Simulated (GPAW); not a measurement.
Here is a GPAW 26.7.0 calculation.

The input run.py:

```python
import numpy as np
from ase import Atoms
from ase.dft.bandgap import bandgap
from ase.io import write
from gpaw import GPAW, PW
from gpaw.response.df import DielectricFunction

atoms = Atoms(['Zn', 'Zn', 'O', 'O'],
              cell=[[3.249308, 0.0, 0.0],
                    [-1.624654, 2.8139832727, 0.0],
                    [0.0, 0.0, 5.205709]],
              scaled_positions=[[0.6666666667, 0.3333333333, 0.0],
                                [0.3333333333, 0.6666666667, 0.5],
                                [0.3333333333, 0.6666666667, 0.87901],
                                [0.6666666667, 0.3333333333, 0.37901]],
              pbc=True)

calc = GPAW(mode=PW(600),
            xc='PBE',
            kpts={'size': (8, 8, 4), 'gamma': True},
            occupations={'name': 'fermi-dirac', 'width': 0.001},
            nbands=31,
            convergence={'density': 1e-06},
            maxiter=150,
            txt='gpaw.txt')
atoms.calc = calc
energy = atoms.get_potential_energy()
calc.write('gs.gpw')
write('result.traj', atoms)
print(f'Energy: {energy:.6f} eV')
print('Fermi level:', round(calc.get_fermi_level(), 4), 'eV')
print(f'Gap: {bandgap(calc)[0]:.4f} eV, direct: {bandgap(calc, direct=True)[0]:.4f} eV')

for size in [(9, 9, 5), (13, 13, 7)]:
    name = 'x'.join(str(n) for n in size)
    dense = calc.fixed_density(kpts={'size': size, 'gamma': True},
                               nbands=64, convergence={'bands': 58, 'eigenstates': 1e-7},
                               update_fermi_level=True, txt=f'dense-{name}.txt')
    dense.write(f'{name}.gpw', mode='all')
    df = DielectricFunction(f'{name}.gpw', frequencies=np.array([0.0]), hilbert=False, eta=0.001,
                            ecut=80, nbands=58, intraband=False, txt=f'df-{name}.txt')
    for xc in ['RPA', 'ALDA', 'LR0.3']:
        for direction in ['x', 'y', 'z', [0, 1, 1], [1, 0, 1], [1, 1, 0]]:
            e0, e = df.get_macroscopic_dielectric_constant(xc=xc, direction=direction)
            print(f'{name} {xc} {direction}: {e0:.4f} without, {e:.4f} with local fields')
```

Potentials or basis: GPAW PAW data sets (gpaw-data 1.2.1), pw.

Launch:

```bash
$ OMP_NUM_THREADS=1 python run.py
```

Problem. Estimate the electronic dielectric tensor (diagonal).

Solution. 5.24, 5.24, 5.23.

Problem. Estimate the band gap on the k mesh.

Solution. 0.79 eV, direct.

Electronic dielectric tensor:
```
5.24 0.00 0.00
0.00 5.24 0.00
0.00 0.00 5.23
```

Caveat: the dielectric constant isn't converged in the k mesh; the long-wavelength limit can be off by several per cent where d states take part; an odd mesh through Γ misses points on the zone boundary, where band edges often lie.

**The experiment to reproduce.**

From “Electronic structure of alkaline earth and post-transition metal oxides”, 2009, arxiv:0908.1581, for a bulk crystal of ZnO: band gap 3.37 eV.

Measured gap of ZnO: 3.37 eV (quoted in “Electronic structure of alkaline earth and post-transition metal oxides”, 2009, arxiv:0908.1581). This calculation gives 0.79 eV (-2.58 eV). So large a miss can be the level of theory's own, or it may mean another phase, state or a wrong row. The value is that of PBE on a finite k mesh, which can miss the band edges, without temperature or zero-point motion. Semilocal functionals fall short of measured gaps as a rule.
